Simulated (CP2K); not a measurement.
**GaP under changes of volume**

One of the cells (20.240 Å³/atom); the others are scaled copies at fixed shape and fractional positions:

```
Ga P
1.0
     3.85409    0.00000    0.00000
     1.92704    3.33774    0.00000
     1.92704    1.11258    3.14685
Ga P
1 1
Direct
  0.00000 0.00000 0.00000
  0.75000 0.75000 0.75000
```

```yaml
Program: CP2K 2026.2
Functional: LDA-Pade
Potentials_or_basis: GTH_POTENTIALS Ga GTH-PADE-q13, P GTH-PADE-q5; TZVP-MOLOPT-PBE-GTH basis
Density_cutoff: 6123 eV
k_mesh: 8 × 8 × 8
Occupations: fermi-dirac, width 0.01 eV
Spin: no spin polarisation
```

```tsv
volume (Å³/atom)	energy over the lowest point (meV/atom)	pressure (GPa)	gap on the mesh (eV)
19.026	6.01	3.2	1.40
19.431	0.52	1.2	1.45
19.836	0.00	-0.7	1.49
20.240	?	?	?
20.645	11.82	-3.9	1.39
21.050	23.25	-5.2	1.24
21.455	37.84	-6.4	1.08
```

Problem. What does the run at 20.240 Å³/atom give?

Solution. Energy over the lowest point 3.93 meV/atom; pressure -2.4 GPa; gap on the mesh 1.49 eV.

Worked out: A Birch-Murnaghan fit of order 3 (a polynomial in V^(-2/3)) to the other rows has its minimum at 19.68 Å³/atom with B0 = V·E''(V) = 89 GPa and B' = 4.6. It gives 3.93 meV/atom at 20.240 Å³/atom, against the run's 3.93, and -dE/dV = -2.4 GPa, against -2.4. A parabola through the other rows of the gap, of slope -2.81 eV per unit of ln V there, gives 1.46 eV, against the run's 1.49.

Energies are extrapolated to zero smearing.

Caveats: the basis of atomic orbitals isn't converged, which shifts pressures, moduli and gaps.

A mesh can miss the band edges. Spin-orbit coupling on Ga is left out.
